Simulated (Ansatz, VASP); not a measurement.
# BN: VASP beside Ansatz

The input INCAR:

```
SYSTEM = BN
PREC     = Accurate       ! precision mode
ENCUT    = 520            ! plane-wave cutoff, eV
EDIFF    = 1E-7           ! SCF threshold, eV
ISMEAR   = 0              ! smearing method
SIGMA    = 0.012          ! smearing width, eV
LREAL    = .FALSE.        ! projectors in reciprocal space
LASPH    = .TRUE.         ! aspherical terms in the spheres
NELM     = 60             ! most SCF steps
ALGO     = Normal         ! electronic algorithm
ISIF     = 2              ! what is computed and relaxed
LWAVE    = .FALSE.        ! write WAVECAR
LCHARG   = .FALSE.        ! write CHGCAR
GGA      = PE             ! functional
NBANDS   = 11             ! bands
```

File KPOINTS:

```
Automatic mesh
0
G
  12 12 12
  0 0 0
```

The input POSCAR:

```
BN
1.0
    1.2511217832      0.7223354983      3.3729344033
   -1.2511217832      0.7223354983      3.3729344033
    0.0000000000     -1.4446709966      3.3729344033
N B
1 1
Direct
    0.6672382000      0.6672382000      0.6672382000
    0.0003288000      0.0003288000      0.0003288000
```

File input.yaml:

```yaml
crystal:
  lattice:
    - [1.2511217832, 0.7223354983, 3.3729344033]
    - [-1.2511217832, 0.7223354983, 3.3729344033]
    - [0.0, -1.4446709966, 3.3729344033]
  atoms:
    - { symbol: "N", position: [0.6672382, 0.6672382, 0.6672382] }
    - { symbol: B, position: [0.0003288, 0.0003288, 0.0003288] }
hamiltonian:
  xc: pbe
  pseudopotentials: { kind: paw }
kpoints:
  mp_grid: { grid: [12, 12, 12] }
scf:
  occupations: { method: gaussian, width: 0.012 }
output:
  forces: true
  stress: true
  eigenvalues: true
```

The cell is a database's computed one.

Alike in both runs: task single point; functional PBE; k mesh 12 × 12 × 12; occupations gaussian, width 0.012 eV; no spin polarisation.

```csv
,VASP,Ansatz
version,VASP 6.6.1,Ansatz 0.2.0
potentials or method,"VASP PAW PBE potentials, release 64 (N, B)",Ansatz PAW
plane-wave cutoff (eV),520,420
valence electrons in the cell,8,8
```

|  | VASP | Ansatz | Ansatz less VASP |
| --- | --- | --- | --- |
| gap on the k mesh at the Fermi level (eV) | 4.28 | 4.29 | +0.007 |
| least direct gap on the mesh (eV) | 4.70 | 4.70 | +0.003 |
| pressure (GPa) | 3.6 | 3.6 | -0.07 |
| largest component of the traceless stress (GPa) | 1.41 | 1.20 | -0.209 |

With one functional, cell and mesh, what is left measures potentials, basis and numerics.

Caveats: the pressure holds a Pulay correction of +0.6 GPa for the finite cutoff (Ansatz). A k mesh can miss the band edges. PBE gaps usually lie below the measured ones, often by a third to a half.
